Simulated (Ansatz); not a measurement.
# Trial inputs on Li

All trials start from this Ansatz input:

```yaml
crystal:
  lattice:
    - [1.5504989657, 0.8951809952, 7.5883]
    - [-1.5504989657, 0.8951809952, 7.5883]
    - [0.0, -1.7903619905, 7.5883]
  atoms:
    - { symbol: Li, position: [0.0, 0.0, 0.0] }
    - { symbol: Li, position: [0.222, 0.222, 0.222] }
    - { symbol: Li, position: [0.778, 0.778, 0.778] }
basis:
  ecutwfc: 420
kpoints:
  mp_grid: { grid: [6, 6, 6] }
hamiltonian:
  xc: pbe
scf:
  occupations: { method: gaussian, width: 0.1 }
output:
  forces: true
  stress: true
  eigenvalues: true
```

Command:

```bash
ansatz run input.yaml --threads 1 --pin off --max-ram 1331MiB --backend cpu --events-out ev --progress --plain --runs-dir out
```

The run converges in 6 SCF iterations on 32 irreducible k-points: pressure -0.45 GPa, largest force 0.006 eV/Å, no gap.

The inputs are trials, many of them unsound on purpose. Their numbers show the effect of the settings and aren't properties of the material. Each trial's input is given as a difference from the reference's; energies are extrapolated to zero smearing where there is one, and pressure is positive in compression. Charged cells sit in a uniform background, and their pressures hang on that convention.

Trial 1:

```diff
+total_charge: 2
 scf:
+  algorithm: density_mixing
+  max_iter: 92
```

How does this run end?

The run converges in 7 SCF iterations on 32 irreducible k-points: pressure 23.71 GPa (with the neutralising background of the charged cell), largest force 0.010 eV/Å, no gap.

Trial 2:

```diff
 basis:
-  ecutwfc: 420
+  ecutwfc: 290
 hamiltonian:
-  xc: pbe
+  xc: pw92
 scf:
+  max_iter: 100
```

What does the program give?

The run converges in 6 SCF iterations on 32 irreducible k-points: pressure -1.23 GPa, largest force 0.005 eV/Å, no gap. It warns that the cutoff lies under the recommended one, 420 eV for these potentials.

Trial 3:

```diff
 kpoints:
-  mp_grid: { grid: [6, 6, 6] }
+  mp_grid: { grid: [6, 7, 1], shift: [0.25, 0.25, 0.25] }
 hamiltonian:
-  xc: pbe
+  xc: pbesol
 scf:
-  occupations: { method: gaussian, width: 0.1 }
+  occupations: { method: tetrahedron }
```

What happens?

The run converges in 5 SCF iterations on 42 irreducible k-points: pressure -0.59 GPa, largest force 0.010 eV/Å, no gap. It warns that the printed bands weren't solved further after the SCF; that the mesh lowers the symmetry; that forces and stress under tetrahedra may miss the energy's slope.

Trial 4:

```diff
 basis:
-  ecutwfc: 420
+  ecutwfc: "26 Ry"
 kpoints:
-  mp_grid: { grid: [6, 6, 6] }
+  mp_grid: { grid: [3, 3, 3] }
 scf:
+  mixing:
+    algorithm: broyden
+    beta: 0.086
+    ndim: 20
+    preconditioner: kerker
+    globalisation: backtrack
+  convergence: { dr2_threshold: "1e-3 eV" }
+  max_iter: 87
```

How does this run end?

The run converges in 2 SCF iterations on 6 irreducible k-points: energy 102 meV per atom below the reference, pressure -0.86 GPa, largest force 0.015 eV/Å, no gap. It warns that the cutoff lies under the recommended one, 420 eV for these potentials; that the SCF threshold is loose for the forces; that the SCF threshold is loose for the stress.

Trial 5:

```diff
 basis:
-  ecutwfc: 420
+  ecutwfc: 300
```

What happens?

The run converges in 6 SCF iterations on 32 irreducible k-points: energy 3.27 meV per atom above the reference, pressure -0.45 GPa, largest force 0.006 eV/Å, no gap. It warns that the cutoff lies under the recommended one, 420 eV for these potentials.

Trial 6 (volume scaled):

```diff
 crystal:
   lattice:
-    - [1.5504989657, 0.8951809952, 7.5883]
-    - [-1.5504989657, 0.8951809952, 7.5883]
-    - [0.0, -1.7903619905, 7.5883]
+    - [1.4417506762, 0.832395141, 7.0560747853]
+    - [-1.4417506762, 0.832395141, 7.0560747853]
+    - [0.0, -1.6647902821, 7.0560747853]
 kpoints:
-  mp_grid: { grid: [6, 6, 6] }
+  mp_grid: { kspacing: 0.93 }
+  band_path: { path: [VBM, CBM], npoints: 5 }
 scf:
-  occupations: { method: gaussian, width: 0.1 }
+  occupations: { method: fermi_dirac }
```

How does this run end?

The run converges in 6 SCF iterations on 6 irreducible k-points: energy 86.1 meV per atom below the reference, pressure 2.89 GPa, largest force 0.024 eV/Å, no gap.

Trial 7:

```diff
 kpoints:
-  mp_grid: { grid: [6, 6, 6] }
+  mp_grid: { grid: [3, 3, 3], shift: [0.5, 0.5, 0.5] }
```

How does this run end?

The run converges in 6 SCF iterations on 6 irreducible k-points: energy 108 meV per atom below the reference, pressure -0.83 GPa, largest force 0.012 eV/Å, no gap.

Trial 8:

```diff
 kpoints:
-  mp_grid: { grid: [6, 6, 6] }
+  mp_grid: { grid: [6, 6, 6], shift: [0, 0, 0.5] }
```

How does this run end?

The run converges in 6 SCF iterations on 63 irreducible k-points: energy 16.4 meV per atom below the reference, pressure -0.55 GPa, largest force 0.016 eV/Å, no gap. It warns that the mesh lowers the symmetry.

Trial 9 (atoms moved):

```diff
 crystal:
   atoms:
-    - { symbol: Li, position: [0.0, 0.0, 0.0] }
-    - { symbol: Li, position: [0.222, 0.222, 0.222] }
-    - { symbol: Li, position: [0.778, 0.778, 0.778] }
+    - { symbol: Li, position: [-0.0586682599, 0.0228704705, 0.0283490108] }
+    - { symbol: Li, position: [0.2110078727, 0.2499968558, 0.2153131316] }
+    - { symbol: Li, position: [0.7397793414, 0.7480234498, 0.847190592] }
 basis:
-  ecutwfc: 420
+  ecutwfc: 220
+  ecutrho_ratio: 4
 kpoints:
-  mp_grid: { grid: [6, 6, 6] }
+  mp_grid: { grid: [7, 5, 1] }
 hamiltonian:
+  dispersion: d3bj
 scf:
-  occupations: { method: gaussian, width: 0.1 }
+  occupations: { method: gaussian, width: "0.01 Ry" }
```

How does this run end?

The run converges in 7 SCF iterations on 18 irreducible k-points: pressure -1.56 GPa (unreliable at so low a cutoff), largest force 0.139 eV/Å (unreliable too), no gap. It warns that the cutoff lies under the recommended one, 420 eV for these potentials.